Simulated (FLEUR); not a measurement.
A run of FLEUR MaX-R8.1 (later development tree) is set up as follows.

The input inp.xml:

```xml
<?xml version="1.0" encoding="UTF-8" standalone="no"?>
<fleurInput fleurInputVersion="0.39">
   <comment>
      CdTe                                                                                                
   </comment>
   <calculationSetup>
      <cutoffs Kmax="4.26" Gmax="13.2" GmaxXC="13.2" numbands="0"/>
      <scfLoop itmax="80" minDistance="0.0001" maxIterBroyd="30" imix="Anderson" alpha="0.05" precondParam="0.0" spinf="2.0" sdNocoIR="T"/>
      <coreElectrons ctail="F" frcor="F" kcrel="0" coretail_lmax="0"/>
      <xcFunctional name="LibXC" relativisticCorrections="F">
         <LibXCName exchange="mgga_x_r2scan" correlation="mgga_c_r2scan"/>
         <AuxGGA exchange="117" correlation="130"/>
      </xcFunctional>
      <magnetism jspins="1"/>
      <soc l_soc="F" theta="0.0" phi="0.0" spav="F"/>
      <expertModes spex="0" secvar="F"/>
      <geometryOptimization l_f="F" forcealpha="1.0" forcemix="BFGS" epsdisp="0.00001" epsforce="0.00001"/>
      <ldaU l_linMix="F" mixParam="0.05" spinf="1.0"/>
   </calculationSetup>
   <cell>
      <bzIntegration valenceElectrons="42.0" mode="hist" fermiSmearingEnergy="0.00183747">
         <kPointListSelection listName="default-1"/>
         <!-- k-points included here -->
         <xi:include xmlns:xi="http://www.w3.org/2001/XInclude" href="kpts.xml"> </xi:include>
      </bzIntegration>
      <!-- symmetry operations included here -->
      <xi:include xmlns:xi="http://www.w3.org/2001/XInclude" href="sym.xml"> </xi:include>
      <bulkLattice scale="1.0">
         <bravaisMatrix>
            <row-1>    0.0000000000000000     6.0565722293429998     6.0565722293429998</row-1>
            <row-2>    6.0565722293429998     0.0000000000000000     6.0565722293429998</row-2>
            <row-3>    6.0565722293429998     6.0565722293429998     0.0000000000000000</row-3>
         </bravaisMatrix>
      </bulkLattice>
   </cell>
   <atomSpecies>
      <species name="Tellurium (Te)" element="Te" atomicNumber="52">
         <mtSphere radius="2.3" gridPoints="761" logIncrement="0.017"/>
         <atomicCutoffs lmax="9" lnonsphr="9"/>
         <electronConfig flipSpins="F">
            <coreConfig>(1s1/2) (2s1/2) (2p1/2) (2p3/2) (3s1/2) (3p1/2) (3p3/2) (4s1/2) (3d3/2) (3d5/2)</coreConfig>
            <valenceConfig>(4p1/2) (4p3/2) (5s1/2) (4d3/2) (4d5/2) (5p1/2) (5p3/2)</valenceConfig>
            <stateOccupation state="(5p1/2)" spinUp="0.666667" spinDown="0.666667"/>
            <stateOccupation state="(5p3/2)" spinUp="1.333333" spinDown="1.333333"/>
         </electronConfig>
         <energyParameters s="5" p="5" d="5" f="4"/>
         <lo type="SCLO" l="1" n="4" eDeriv="0"/>
         <lo type="SCLO" l="1" n="4" eDeriv="1"/>
         <lo type="SCLO" l="2" n="4" eDeriv="0"/>
         <lo type="SCLO" l="2" n="4" eDeriv="1"/>
         <lo type="SCLO" l="0" n="5" eDeriv="2"/>
         <lo type="SCLO" l="3" n="4" eDeriv="2"/>
      </species>
      <species name="Cadmium (Cd)" element="Cd" atomicNumber="48">
         <mtSphere radius="2.56" gridPoints="847" logIncrement="0.015"/>
         <atomicCutoffs lmax="10" lnonsphr="10"/>
         <electronConfig flipSpins="F">
            <coreConfig>(1s1/2) (2s1/2) (2p1/2) (2p3/2) (3s1/2) (3p1/2) (3p3/2) (3d3/2) (3d5/2)</coreConfig>
            <valenceConfig>(4s1/2) (4p1/2) (4p3/2) (5s1/2) (4d3/2) (4d5/2)</valenceConfig>
         </electronConfig>
         <energyParameters s="5" p="5" d="4" f="4"/>
         <lo type="SCLO" l="0" n="4" eDeriv="0"/>
         <lo type="SCLO" l="1" n="4" eDeriv="0"/>
         <lo type="SCLO" l="1" n="4" eDeriv="1"/>
         <lo type="SCLO" l="2" n="4" eDeriv="2"/>
         <lo type="SCLO" l="3" n="4" eDeriv="2"/>
      </species>
   </atomSpecies>
   <atomGroups>
      <atomGroup species="Tellurium (Te)">
         <relPos label="                   1">-1.000/4.000 -1.000/4.000 -1.000/4.000</relPos>
         <force calculate="T" relaxXYZ="TTT"/>
      </atomGroup>
      <atomGroup species="Cadmium (Cd)">
         <relPos label="                   2">.0000000000 .0000000000 .0000000000</relPos>
         <force calculate="T" relaxXYZ="TTT"/>
      </atomGroup>
   </atomGroups>
   <output dos="F" band="F" slice="F">
      <checks vchk="F" cdinf="F"/>
      <bandDOS minEnergy="-.5*Htr" maxEnergy="0.5*Htr" sigma="0.015" storeEVData="T"/>
      <vacuumDOS vacdos="F" integ="F" star="F" nstars="0" locx1="0.0" locy1="0.0" locx2="0.0" locy2="0.0" nstm="0" tworkf="0.0"/>
      <unfoldingBand unfoldBand="F" supercellX="1" supercellY="1" supercellZ="1"/>
      <plotting iplot="0" polar="F">
         <plot TwoD="T" vec1="  1.0  0.0  0.0" vec2="  0.0  1.0  0.0" vec3="  0.0  0.0  1.0" zero="  0.0  0.0  0.0" file="plot"/>
      </plotting>
      <chargeDensitySlicing numkpt="0" minEigenval="0.0" maxEigenval="0.0" nnne="0" pallst="F"/>
      <specialOutput eonly="F"/>
      <moessbauerParams electricFieldGradient="T" isomerShift="T" coreHyperfine="T" valenceHyperfine="T"/>
      <magneticCircularDichroism mcd="F" energyLo="-10.0" energyUp="0.0"/>
   </output>
  <!-- We include the file relax.xml here to enable relaxations (see documentation) -->
  <xi:include xmlns:xi="http://www.w3.org/2001/XInclude" href="relax.xml"> <xi:fallback/> </xi:include>
</fleurInput>
```

File crystal.txt:

```
CdTe
&input cartesian=F /
0.0000000000  3.2050000000  3.2050000000
3.2050000000  0.0000000000  3.2050000000
3.2050000000  3.2050000000  0.0000000000
1.8897261246
1.0 1.0 1.0

2
52 0.7500000000  0.7500000000  0.7500000000
48 0.0000000000  0.0000000000  0.0000000000

&kpt div1=7 div2=7 div3=7 gamma=T /
```

The input inp.xml (bands):

```
<?xml version="1.0" encoding="UTF-8" standalone="no"?>
<fleurInput fleurInputVersion="0.39">
   <comment>
      CdTe                                                                                                
   </comment>
   <calculationSetup>
      <cutoffs Kmax="4.26" Gmax="13.2" GmaxXC="13.2" numbands="0"/>
      <scfLoop itmax="80" minDistance="0.0001" maxIterBroyd="30" imix="Anderson" alpha="0.05" precondParam="0.0" spinf="2.0" sdNocoIR="T"/>
      <coreElectrons ctail="F" frcor="F" kcrel="0" coretail_lmax="0"/>
      <xcFunctional name="LibXC" relativisticCorrections="F">
         <LibXCName exchange="mgga_x_r2scan" correlation="mgga_c_r2scan"/>
         <AuxGGA exchange="117" correlation="130"/>
      </xcFunctional>
      <magnetism jspins="1"/>
      <soc l_soc="F" theta="0.0" phi="0.0" spav="F"/>
      <expertModes spex="0" secvar="F"/>
      <geometryOptimization l_f="F" forcealpha="1.0" forcemix="BFGS" epsdisp="0.00001" epsforce="0.00001"/>
      <ldaU l_linMix="F" mixParam="0.05" spinf="1.0"/>
   </calculationSetup>
   <cell>
      <bzIntegration valenceElectrons="42.0" mode="hist" fermiSmearingEnergy="0.00183747">
         <kPointListSelection listName="path-1"/>
         <!-- k-points included here -->
         <xi:include xmlns:xi="http://www.w3.org/2001/XInclude" href="kpts.xml"> </xi:include>
      </bzIntegration>
      <!-- symmetry operations included here -->
      <xi:include xmlns:xi="http://www.w3.org/2001/XInclude" href="sym.xml"> </xi:include>
      <bulkLattice scale="1.0">
         <bravaisMatrix>
            <row-1>    0.0000000000000000     6.0565722293429998     6.0565722293429998</row-1>
            <row-2>    6.0565722293429998     0.0000000000000000     6.0565722293429998</row-2>
            <row-3>    6.0565722293429998     6.0565722293429998     0.0000000000000000</row-3>
         </bravaisMatrix>
      </bulkLattice>
   </cell>
   <atomSpecies>
      <species name="Tellurium (Te)" element="Te" atomicNumber="52">
         <mtSphere radius="2.3" gridPoints="761" logIncrement="0.017"/>
         <atomicCutoffs lmax="9" lnonsphr="9"/>
         <electronConfig flipSpins="F">
            <coreConfig>(1s1/2) (2s1/2) (2p1/2) (2p3/2) (3s1/2) (3p1/2) (3p3/2) (4s1/2) (3d3/2) (3d5/2)</coreConfig>
            <valenceConfig>(4p1/2) (4p3/2) (5s1/2) (4d3/2) (4d5/2) (5p1/2) (5p3/2)</valenceConfig>
            <stateOccupation state="(5p1/2)" spinUp="0.666667" spinDown="0.666667"/>
            <stateOccupation state="(5p3/2)" spinUp="1.333333" spinDown="1.333333"/>
         </electronConfig>
         <energyParameters s="5" p="5" d="5" f="4"/>
         <lo type="SCLO" l="1" n="4" eDeriv="0"/>
         <lo type="SCLO" l="1" n="4" eDeriv="1"/>
         <lo type="SCLO" l="2" n="4" eDeriv="0"/>
         <lo type="SCLO" l="2" n="4" eDeriv="1"/>
         <lo type="SCLO" l="0" n="5" eDeriv="2"/>
         <lo type="SCLO" l="3" n="4" eDeriv="2"/>
      </species>
      <species name="Cadmium (Cd)" element="Cd" atomicNumber="48">
         <mtSphere radius="2.56" gridPoints="847" logIncrement="0.015"/>
         <atomicCutoffs lmax="10" lnonsphr="10"/>
         <electronConfig flipSpins="F">
            <coreConfig>(1s1/2) (2s1/2) (2p1/2) (2p3/2) (3s1/2) (3p1/2) (3p3/2) (3d3/2) (3d5/2)</coreConfig>
            <valenceConfig>(4s1/2) (4p1/2) (4p3/2) (5s1/2) (4d3/2) (4d5/2)</valenceConfig>
         </electronConfig>
         <energyParameters s="5" p="5" d="4" f="4"/>
         <lo type="SCLO" l="0" n="4" eDeriv="0"/>
         <lo type="SCLO" l="1" n="4" eDeriv="0"/>
         <lo type="SCLO" l="1" n="4" eDeriv="1"/>
         <lo type="SCLO" l="2" n="4" eDeriv="2"/>
         <lo type="SCLO" l="3" n="4" eDeriv="2"/>
      </species>
   </atomSpecies>
   <atomGroups>
      <atomGroup species="Tellurium (Te)">
         <relPos label="                   1">-1.000/4.000 -1.000/4.000 -1.000/4.000</relPos>
         <force calculate="T" relaxXYZ="TTT"/>
      </atomGroup>
      <atomGroup species="Cadmium (Cd)">
         <relPos label="                   2">.0000000000 .0000000000 .0000000000</relPos>
         <force calculate="T" relaxXYZ="TTT"/>
      </atomGroup>
   </atomGroups>
   <output dos="F" band="T" slice="F">
      <checks vchk="F" cdinf="F"/>
      <bandDOS minEnergy="-.5*Htr" maxEnergy="0.5*Htr" sigma="0.015" storeEVData="T"/>
      <vacuumDOS vacdos="F" integ="F" star="F" nstars="0" locx1="0.0" locy1="0.0" locx2="0.0" locy2="0.0" nstm="0" tworkf="0.0"/>
      <unfoldingBand unfoldBand="F" supercellX="1" supercellY="1" supercellZ="1"/>
      <plotting iplot="0" polar="F">
         <plot TwoD="T" vec1="  1.0  0.0  0.0" vec2="  0.0  1.0  0.0" vec3="  0.0  0.0  1.0" zero="  0.0  0.0  0.0" file="plot"/>
      </plotting>
      <chargeDensitySlicing numkpt="0" minEigenval="0.0" maxEigenval="0.0" nnne="0" pallst="F"/>
      <specialOutput eonly="F"/>
      <moessbauerParams electricFieldGradient="T" isomerShift="T" coreHyperfine="T" valenceHyperfine="T"/>
      <magneticCircularDichroism mcd="F" energyLo="-10.0" energyUp="0.0"/>
   </output>
  <!-- We include the file relax.xml here to enable relaxations (see documentation) -->
  <xi:include xmlns:xi="http://www.w3.org/2001/XInclude" href="relax.xml"> <xi:fallback/> </xi:include>
</fleurInput>
```

Potentials or basis: all-electron, FLAPW.

Run with:

```console
$ inpgen -f crystal.txt -profile fastHighL
$ # inp.xml edited to the form shown
$ fleur_MPI
$ fleur_MPI   # second run, on inp.xml (bands)
```

Task: Predict the band gap on the k mesh.

Result: 1.39 eV, direct.

Task: Predict the band gap along the path.

Result: 1.39 eV, direct.

Core levels (eV from the Fermi level):
```csv
atom,levels
1 Te,"1s1/2 -31603.5, 2s1/2 -4840.2, 2p1/2 -4533.9, 2p3/2 -4259.4, 3s1/2 -958.7, 3p1/2 -832.9, 3p3/2 -781.7, 4s1/2 -158.5, 3d3/2 -560.1, 3d5/2 -549.4"
2 Cd,"1s1/2 -26507.5, 2s1/2 -3930.9, 2p1/2 -3658.6, 2p3/2 -3466.2, 3s1/2 -729.5, 3p1/2 -620.4, 3p3/2 -586.1, 3d3/2 -393.4, 3d5/2 -386.4"
```

Caveat: the meta-GGA is that of a development version, with a GGA for the radial functions and cores and without core tails; spin-orbit coupling is left out, which moves the levels of the heavy elements.

**Measured values to compare with.**

A printed reference work, data compilation reports, for a bulk crystal of CdTe at 0 K: band gap 1.607 eV.

Measured gap of CdTe: 1.607 eV (0 K; a printed reference work, data compilation). This calculation gives 1.39 eV (-0.21 eV). Spin-orbit coupling on Cd, Te is left out. The value is that of r2SCAN, without temperature or zero-point motion.
